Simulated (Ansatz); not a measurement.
# CO2 (CO2): the cost of one run

Program: Ansatz 0.2.0. Level of theory: DFT PBE+D3(BJ), scalar-relativistic, plane waves, PAW. These are calculated values, not measurements.

### Step 1. The system as given

Symmetry: P4_12_12, No. 92, tetragonal system. Conventional cell: a = 5.069 Å, b = 5.069 Å, c = 7.232 Å, α = 90.00°, β = 90.00°, γ = 90.00°. C (site symmetry 2) has 2 O at 1.17 Å as nearest neighbours. O (site symmetry 1) is surrounded by 1 C at 1.17 Å.

Structure file:

```cif
data_structure
_symmetry_space_group_name_H-M 'P4_12_12'
_symmetry_Int_Tables_number 92
_cell_length_a 5.0693
_cell_length_b 5.0693
_cell_length_c 7.2320
_cell_angle_alpha 90.000
_cell_angle_beta 90.000
_cell_angle_gamma 90.000
_cell_volume 185.85
loop_
_atom_site_label
_atom_site_type_symbol
_atom_site_symmetry_multiplicity
_atom_site_Wyckoff_symbol
_atom_site_fract_x
_atom_site_fract_y
_atom_site_fract_z
_atom_site_occupancy
C1 C 4 a 0.98879 0.01121 0.75000 1
O1 O 8 b 0.67499 0.34761 0.49267 1
```

The structure comes from the Materials Project (structure only).

(A quick probe on a coarse mesh, which set the mesh and smearing, is not shown.)

### Step 3. Relaxing cell and atoms

input.yaml

```yaml
crystal:
  lattice:
    - [5.069311, 0.0, 0.0]
    - [0.0, 5.069311, 0.0]
    - [0.0, 0.0, 7.232025]
  atoms:
    - { symbol: C, position: [0.988792, 0.011208, 0.75] }
    - { symbol: C, position: [0.011208, 0.988792, 0.25] }
    - { symbol: C, position: [0.511208, 0.511208, 0.5] }
    - { symbol: C, position: [0.488792, 0.488792, 0.0] }
    - { symbol: O, position: [0.674986, 0.347607, 0.492671] }
    - { symbol: O, position: [0.325014, 0.652393, 0.992671] }
    - { symbol: O, position: [0.847607, 0.825014, 0.242671] }
    - { symbol: O, position: [0.152393, 0.174986, 0.742671] }
    - { symbol: O, position: [0.652393, 0.325014, 0.007329] }
    - { symbol: O, position: [0.347607, 0.674986, 0.507329] }
    - { symbol: O, position: [0.825014, 0.847607, 0.757329] }
    - { symbol: O, position: [0.174986, 0.152393, 0.257329] }
basis:
  ecutwfc: 420
kpoints:
  mp_grid: { grid: [4, 4, 4] }
hamiltonian:
  xc: pbe
  dispersion: d3bj
scf:
  occupations: { method: gaussian, width: 0.02 }
output:
  forces: true
  stress: true
  eigenvalues: true
relax:
  adjacent_minimum: "off"
  f_tol: 0.02
  max_steps: 70
  cell: { stress_tol: 0.03 }
```

Launch:

```console
$ ansatz run input.yaml --threads 2 --pin off --max-ram 5120MiB --backend cpu --events-out ev --progress --plain --runs-dir out
```

**Question.** How long does this run take on 2 threads of Arm Neoverse V1, shared host, and how much memory does it need?

About 7.3 min, with a peak of 0.58 GiB.
